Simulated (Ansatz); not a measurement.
# HfB2: largest V_zz and pressure against volume scale

All results are calculated (Ansatz 0.2.0). Periodic Kohn-Sham DFT of a crystal at fixed atoms, scaled to volume_scale times the given cell; pressure positive in compression, energy less spherical unpolarised free atoms, largest_vzz the field gradient of largest size among the nuclei.

The cell before it is scaled or strained (space group P6/mmm, No. 191):
```
HfB2
1.0
      3.1400     0.0000     0.0000
     -1.5700     2.7193     0.0000
      0.0000     0.0000     3.4800
Hf B
1 2
Direct
  0.00000 0.00000 0.00000
  0.33333 0.66667 0.50000
  0.66667 0.33333 0.50000
```

Settings of every row: method all-electron PAW; functional PBE; relativity scalar; k mesh 13x13x11; filling fermi-dirac; smearing width 0.05 eV; nucleus gaussian.

Atom start moment: 0 on all atoms.

Limits: field gradient without spin-orbit coupling on heavy atoms; no gap: field gradients move with the k mesh; no spin-orbit coupling on heavy atoms.

| row | volume scale | V (Å³/atom) | largest V_zz (1e21 V/m^2) | pressure (GPa) |
| --- | --- | --- | --- | --- |
| 1 | 0.94 | 9.31 | 11.279 | 19.213 |
| 2 | 0.96 | 9.509 | 11.152 | 12.698 |
| 3 | 0.98 | 9.707 | ? | ? |
| 4 | 0.99 | 9.806 | 10.98 | 4.044 |
| 5 | 1.01 | 10.004 | 10.845 | -1.064 |
| 6 | 1.02 | 10.103 | 10.797 | -3.439 |
| 7 | 1.04 | 10.301 | 10.69 | -7.859 |
| 8 | 1.06 | 10.499 | 10.572 | -11.872 |

Question: what largest V_zz and pressure should row 3 give?

Worked fit of largest V_zz. Take t = volume scale − 1. The shown rows have t = -0.06, -0.04, -0.01, 0.01, 0.02, 0.04, 0.06. Their means are 0.0028571 and 10.9021 1e21 V/m^2; the sums about the means are S_tt = 0.01094 and S_ty = -0.06435, whose ratio is the slope. Least squares give largest V_zz = 10.9189 − 5.881 × t 1e21 V/m^2. The rows lie off it by 0.007, -0.002, 0.002, -0.015, -0.004, 0.006, 0.006 (root mean square 0.0073 1e21 V/m^2). The withheld row has t = -0.02, so the fit gives 10.9189 − 5.881 × (-0.02) = 11.037 1e21 V/m^2.

The calculation gave 11.029 1e21 V/m^2. The fit lies 0.008 1e21 V/m^2 (1.1 % of the column's range) above it; its largest miss of a shown row is 0.015 1e21 V/m^2.

Worked fit of pressure. Take u = (V_r/V)^(2/3) − 1 with V_r = 10.004 Å³ an atom, which is twice the finite (Eulerian) strain; such expansions in the strain, on which the Birch-Murnaghan equation of state is built, carry the rest volume and the bulk modulus. The shown rows have u = 0.0491, 0.03441, 0.01342, 0, -0.00654, -0.01932, -0.03168. Least squares give pressure = −1.0645 + 369.231 × u + 890.98 × u² GPa; a straight line predicts inner rows, each left out in turn, worse (root mean square 0.51 against 0.0065 GPa). The rows lie off it by 0.000, 0.002, -0.007, 0.000, 0.002, 0.006, -0.004 (root mean square 0.0039 GPa). The pressure vanishes at u = 0.0029, or V = 9.961 Å³ an atom, and there the bulk modulus at fixed shape and fractions is B = −V dP/dV = (2/3)(1 + u) dP/du = 250 GPa. Letting shape and atoms relax would as a rule lower it, by much in layered, chain or molecular crystals. The withheld row has u = 0.0203, so the fit gives −1.0645 + 369.231 × (0.0203) + 890.98 × (0.0203)² = 6.798 GPa.

The calculation gave 6.79 GPa. The fit lies 0.008 GPa (0.026 % of the column's range) above it; its largest miss of a shown row is 0.007 GPa.
